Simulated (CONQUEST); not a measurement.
**Si2W under changes of volume**

One of the cells (13.479 Å³/atom); the others are scaled copies at fixed shape and fractional positions:

```
CELL_PARAMETERS angstrom
3.21380 0.00000 0.00000
0.00000 3.21380 0.00000
0.00000 0.00000 7.82990
ATOMIC_POSITIONS crystal
W 0.00000 0.00000 0.00000
W 0.50000 0.50000 0.50000
Si 0.00000 0.00000 0.66530
Si 0.50000 0.50000 0.16530
Si 0.00000 0.00000 0.33470
Si 0.50000 0.50000 0.83470
```

- Program: CONQUEST 1.3
- Functional: PBEsol
- Potentials or basis: PseudoDojo NC PBEsol, DZP, grid of 32 × 32 × 80 points
- k mesh: 8 × 8 × 4
- Occupations: fermi-dirac, width 0.05 eV
- Spin: no spin polarisation

| volume (Å³/atom) | energy over the lowest point (meV/atom) | pressure (GPa) | largest force (eV/Å) |
| --- | --- | --- | --- |
| 12.670 | 47.89 | 18.2 | 0.205 |
| 12.939 | 22.69 | 11.9 | 0.147 |
| 13.209 | ? | ? | ? |
| 13.479 | 0.00 | 1.7 | 0.035 |
| 13.748 | 0.85 | -2.6 | 0.014 |
| 14.018 | 8.58 | -6.4 | 0.076 |
| 14.287 | 22.96 | -10.3 | 0.117 |

Task: What does the run at 13.209 Å³/atom give?

Result: Energy over the lowest point 7.08 meV/atom; pressure 6.7 GPa; largest force 0.088 eV/Å.

Worked out: A Birch-Murnaghan fit of order 3 (a polynomial in V^(-2/3)) to the other rows has its minimum at 13.58 Å³/atom with B0 = V·E''(V) = 225 GPa and B' = 4.0 at fixed shape and positions, which overstates the stiffness. It gives 7.02 meV/atom at 13.209 Å³/atom, against the run's 7.08, and -dE/dV = 6.7 GPa, against 6.7.

Energies are extrapolated to zero smearing.

Caveats: the basis of atomic orbitals isn't converged, which shifts pressures, moduli and gaps.
